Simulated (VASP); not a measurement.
Crystal: KF.

```
K F
1.0
     0.00000    2.65441    2.65441
     2.65441    0.00000    2.65441
     2.65441    2.65441    0.00000
K F
1 1
Direct
  0.00000 0.00000 0.00000
  0.50000 0.50000 0.50000
```

The cell is a database's computed one.

```yaml
Program: VASP 6.6.1
Task: relaxation of cell and atoms
Functional: PBE
Potentials_or_basis: VASP PAW PBE potentials, release 64 (K_sv, F)
Cutoff: 600 eV
k_mesh: 8 × 8 × 8
Occupations: gaussian, width 0.02 eV
Spin: no spin polarisation
```

At the start: pressure 2.1 GPa; volume 18.70 Å³/atom.

Question: Where does the relaxation end?

Answer: Over 4 steps the energy falls by 7.6 meV/atom and the volume is 19.93 Å³/atom (+6.6 %); space group Fm-3m (No. 225, to 0.05 Å).

Step by step:
```csv
step,energy change (eV),largest force (eV/Å),pressure (GPa),volume (Å³)
1,0.0000,0.0000,2.14,37.41
2,-0.0125,0.0000,0.85,38.77
3,-0.0152,0.0000,-0.14,40.05
4,-0.0153,0.0000,-0.01,39.86
```

Final structure:
```yaml
crystal:
  lattice:
    - [0.00000, 2.71127, 2.71127]
    - [2.71127, 0.00000, 2.71127]
    - [2.71127, 2.71127, 0.00000]
  atoms:
    - { symbol: K, position: [0.00000, 0.00000, 0.00000] }
    - { symbol: F, position: [0.50000, 0.50000, 0.50000] }
```
